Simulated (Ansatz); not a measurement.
Computed with DFT PBE, scalar-relativistic, plane waves, PAW (Ansatz). Settings: cutoff 420 eV, Γ-centred meshes spaced at most about 0.3 Å⁻¹, and about 0.25 Å⁻¹ or finer for metals (2π included), Gaussian smearing. No spin polarisation.

All energies are static (0 K, no zero-point motion).

Compare these two cells of MoSe, each relaxed at this level.

A.

```
CELL_PARAMETERS angstrom
4.05754 0.00000 0.00000
-2.02877 3.51393 0.00000
0.00000 0.00000 5.12602
ATOMIC_POSITIONS crystal
Mo 0.00000 0.00000 0.00000
Mo 0.00000 0.00000 0.50000
Se 0.33333 0.66667 0.25000
Se 0.66667 0.33333 0.75000
```

B.

```
CELL_PARAMETERS angstrom
1.55067 0.89528 3.92123
-1.55067 0.89528 3.92123
0.00000 -1.79056 3.92123
ATOMIC_POSITIONS crystal
Mo 0.00000 0.00000 0.00000
Se 0.50000 0.50000 0.50000
```

Problem. Which form is favoured at zero pressure, and by what margin per atom?

Solution. A is lower, by 65 meV/atom. A has the nickel arsenide type, space group P6_3/mmc (No. 194), 18.3 Å³/atom and no gap on its mesh; B has Mo and Se ordered on fcc sites, space group R-3m (No. 166), 16.3 Å³/atom and no gap. The lower one is the more open, so pressure narrows the difference. Even the lower one lies +0.09 eV/atom against the reference forms of the elements (uncorrected), so neither is stable at this level. In A, Mo is surrounded by 2 Mo at 2.56 Å and 6 Se at 2.67 Å; Se is surrounded by 6 Mo at 2.67 Å. In B, Mo is surrounded by 6 Se at 2.66 Å and 6 Mo at 3.10 Å; Se has 6 Mo at 2.66 Å and 6 Se at 3.10 Å. Both come from invented guesses. The lowest form computed isn't among them: it has space group P6_3/mmc (No. 194), 16.7 Å³/atom and lies 19 meV/atom below the best shown.

Cells relaxed within their symmetry can be saddle points. Some types were kept out of the candidates beforehand, so the set may lack a known form.
